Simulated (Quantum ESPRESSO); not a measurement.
## CdSe (Cadmoselite) under changes of volume

One of the cells (28.102 Å³/atom); the others are scaled copies at fixed shape and fractional positions:

```xyz
4
Lattice="4.3000 0.0000 0.0000 -2.1500 3.7239 0.0000 0.0000 0.0000 7.0200" Properties=species:S:1:pos:R:3 pbc="T T T"
Cd    2.1500    1.2413    3.5100
Cd    0.0000    2.4826    0.0000
Se    2.1500    1.2413    6.2127
Se    0.0000    2.4826    2.7027
```

```yaml
Program: Quantum ESPRESSO 7.5
Functional: r2SCAN
Potentials_or_basis: SG15 PBE 1.2
Cutoff: 952 eV
Density_cutoff: 3810 eV
k_mesh: 3 × 3 × 2
Occupations: fermi-dirac, width 0.05 eV
Spin: no spin polarisation
```

| volume (Å³/atom) | energy over the lowest point (meV/atom) | pressure (GPa) | gap on the mesh (eV) |
| --- | --- | --- | --- |
| 26.416 | 50.56 | 6.4 | 1.12 |
| 26.978 | 31.00 | 4.8 | 1.08 |
| 27.540 | 16.67 | 3.4 | 1.03 |
| 28.102 | 7.04 | 2.1 | 0.98 |
| 28.665 | ? | ? | ? |
| 29.227 | 0.00 | 0.0 | 0.89 |
| 29.789 | 1.77 | -1.0 | 0.85 |

What does the run at 28.665 Å³/atom give?

Energy over the lowest point 1.63 meV/atom; pressure 1.0 GPa; gap on the mesh 0.94 eV.

Worked out: A Birch-Murnaghan fit of order 3 (a polynomial in V^(-2/3)) to the other rows has its minimum at 29.20 Å³/atom with B0 = V·E''(V) = 51 GPa and B' = 4.6 at fixed shape and positions, which overstates the stiffness. It gives 1.62 meV/atom at 28.665 Å³/atom, against the run's 1.63, and -dE/dV = 1.0 GPa, against 1.0. A straight line through the other rows of the gap, of slope -2.29 eV per unit of ln V (its deformation potential), gives 0.94 eV, against the run's 0.94.

Energies are extrapolated to zero smearing.

Caveats: all runs use coarse meshes; the potentials were made for another functional, which shifts forces and pressure.

Spin-orbit coupling on Cd, Se is left out.
